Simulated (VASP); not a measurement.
**PbO2: single point with PBE**

PbO2:

```
Pb O
1.0
     0.00000    2.70199    2.70199
     2.70199    0.00000    2.70199
     2.70199    2.70199    0.00000
Pb O
1 2
Direct
  0.00000 0.00000 0.00000
  0.75000 0.75000 0.75000
  0.25000 0.25000 0.25000
```

The cell comes from a database or a generator and needn't be the stable form of this composition.

```json
{
 "Program": "VASP 6.6.1",
 "Task": "single point",
 "Functional": "PBE",
 "Potentials or basis": "VASP PAW PBE potentials, release 64 (Pb_d, O)",
 "Cutoff": "520 eV",
 "k mesh": "5 × 5 × 5",
 "Occupations": "fermi-dirac, width 0.03 eV",
 "Spin": "no spin polarisation"
}
```

| Item | Value |
| --- | --- |
| Pressure | 0.2 GPa |
| Band gap on the k mesh | none (metal or under the smearing width) |

Levels at points of the mesh, in eV from the Fermi level:
```
           k point  band 11  band 12  band 13  band 14  band 15  band 16
(0.00, 0.00, 0.00)    -1.91    -1.14    -1.14    -1.14     7.04     7.04
```

Wall time 7.8 s on 1 thread of Intel(R) Xeon(R) Platinum 8488C (Sapphire Rapids), on a shared host, peak memory 0.15 GiB.

Caveat: the k mesh is coarse (spacing up to 0.40 Å⁻¹), so the values aren't converged. The run has no spin-orbit coupling, so splittings on Pb are missing.
